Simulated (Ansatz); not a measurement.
Crystal: GaP.

```
Ga P
1.0
     0.00000    2.72525    2.72525
     2.72525    0.00000    2.72525
     2.72525    2.72525    0.00000
Ga P
1 1
Direct
  0.00000 0.00000 0.00000
  0.75000 0.75000 0.75000
```

| Property | Result |
| --- | --- |
| Program | Ansatz 0.2.0 |
| Task | relaxation of cell and atoms |
| Functional | RPBE |
| Dispersion | D3(BJ) |
| Potentials or basis | all-electron LAPW, scalar-relativistic |
| Basis error allowed | 0.001 eV/atom |
| k mesh | 8 × 8 × 8 |
| Occupations | fermi-dirac, width 0.05 eV |
| Spin | no spin polarisation |

At the start: volume 20.24 Å³/atom.

Question: How do energy, volume and symmetry change on relaxing?

Answer: Over 5 steps the energy falls by 38.5 meV/atom and the volume is 18.58 Å³/atom (-8.2 %); space group F-43m (No. 216, to 0.05 Å).

Step by step:
| step | energy change (eV) | largest force (eV/Å) | volume (Å³) |
| --- | --- | --- | --- |
| 1 | 0.0000 | 0.0000 | 40.48 |
| 2 | -0.0686 | 0.0000 | 38.20 |
| 3 | -0.0768 | 0.0000 | 37.00 |
| 4 | -0.0770 | 0.0000 | 37.16 |
| 5 | -0.0770 | 0.0000 | 37.16 |

Final structure:
```
Ga P
1.0
     0.00000    2.64848    2.64848
     2.64848    0.00000    2.64848
     2.64848    2.64848    0.00000
Ga P
1 1
Direct
  0.00000 0.00000 0.00000
  0.75000 0.75000 0.75000
```
